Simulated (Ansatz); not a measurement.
## What a change of settings does to a run on Be

The cell comes from COD entry 9012017, which wasn't checked; take it as a given geometry. It was measured hot, at 658 K.

First run: DFT, PBE, PAW with Ansatz's default frozen-core files, scalar-relativistic (Ansatz 0.2.0).

Command: `ansatz run input.yaml --threads 1 --pin off --max-ram 2048MiB --backend cpu --events-out ev --progress --plain --runs-dir out` The run took 2.2 s on 1 thread of AMD EPYC 7R43 64-Core Processor (Zen 3), on a shared host, peak memory 0.38 GiB.

```yaml
crystal:
  lattice:
    - [2.2995019849, 0.0, 0.0]
    - [-1.1497509925, 1.991427135, 0.0]
    - [0.0, 0.0, 3.6009]
  atoms:
    - { symbol: Be, position: [0.3333333333, 0.6666666667, 0.25] }
    - { symbol: Be, position: [0.6666666667, 0.3333333333, 0.75] }
kpoints:
  mp_grid: { grid: [20, 20, 11] }
scf:
  occupations: { method: fermi_dirac, width: 0.05 }
hamiltonian:
  xc: pbe
  pseudopotentials: { kind: paw }
output:
  forces: true
  stress: true
  eigenvalues: true
  efg: { contact_densities: true }
basis:
  ecutwfc: 500
```

Result: converged; pressure -4.71 GPa; no gap on the k mesh; 6 SCF iterations.

The input is then changed:

```diff
@@ -10,5 +10,5 @@
   mp_grid: { grid: [20, 20, 11] }
 scf:
-  occupations: { method: fermi_dirac, width: 0.05 }
+  occupations: { method: fermi_dirac, width: 0.3 }
 hamiltonian:
   xc: pbe
```

Question: Predict the outcome of the changed run.

Answer: It converged; energy at zero smearing +2.3 meV/atom from the first run; pressure -4.51 GPa; no gap on the k mesh; 6 SCF iterations. Some of these settings are too coarse for converged properties.

The results part of its log:

```
SCF 1 converged in 6 iterations: F = -185.541158 eV  dr2 = 6.26e-14
  greatest PAW one-centre occupation: 0.351 electrons in one spin orbital (limit 2), on the Be atom at site 1 (counted from 0), in its partial waves of l = 0
SCF converged after 6 iterations
Free energy (F): -185.541158 eV
Harris-Foulkes:  -185.541158 eV  (|F-HF|=1.99e-13)
Internal energy: -185.486241 eV  (E = F + TS)
E sigma→0 (E₀):  -185.513700 eV
Entropy (-TS):   -0.054917 eV (-27.458 meV/atom)
Fermi energy:    7.789792 eV
--- Per-component energies (eV) ---
  E_band       = 11.259899
  E_kinetic    = 41.006707
  E_local      = 5.316579  (includes V_loc(G=0)·N_el)
  E_nonlocal   = 8.712845
  E_hartree    = 0.078881
  E_xc         = -39.200176
  E_vxc        = -41.141681  (∫ρ·V_xc dr)
  E_paw        = -119.076214  (= ΣΔE_a)
  E_vpaw       = -2.792312  (= ΣTr[D̂ρ^β])
  E_aug_tail   = -0.000001  (compensation charges beyond the density's cutoff)
  E_ewald      = -82.324862
  E_smearing   = -0.054917  (= −TS)
  E_closure    = 0.000000  (closes the sum)
  Σ components = -185.541158   (vs F -185.541158, Δ=0.00e0)
--- Forces (eV/Å), atoms counted from 1 ---
  atom   1  Be     0.00000000     0.00000000     0.00000000
  atom   2  Be    -0.00000000    -0.00000000     0.00000000
  max |Σ_I F_I| component: 3.70e-17 eV/Å
--- Stress (GPa, compression-positive) ---
       -4.778083       0.000000       0.000000
        0.000000      -4.778083       0.000000
        0.000000       0.000000      -3.988114
  P = ⅓ Tr σ = -4.5148 GPa (-45.148 kbar)
--- PAW observables at the nuclei: V_zz in 10²¹ V/m², potentials from the cell's mean, atoms counted from 1 ---
  atom   1  Be V_zz =    -0.041870   η = 0.0000   by run symmetry: allowed
            electrostatic potential = -242.055489 V   contact ρ = 238.490432 e/Å³
  atom   2  Be V_zz =    -0.041870   η = 0.0000   by run symmetry: allowed
            electrostatic potential = -242.055489 V   contact ρ = 238.490432 e/Å³
--- Band table (eV; the first three rows and the last of 264) ---
  k-point 0: bands = ["-3.3762", "3.4979", "8.8094", "23.1025", "23.1025", "25.9026"]
  k-point 1: bands = ["-3.3052", "3.0692", "9.4011", "23.1663", "23.1663", "25.8793"]
  k-point 2: bands = ["-3.0921", "2.1290", "10.8282", "23.3542", "23.3542", "25.7964"]
  k-point 263: bands = ["6.3931", "6.4411", "7.9251", "8.7539", "13.6746", "13.8370"]
```
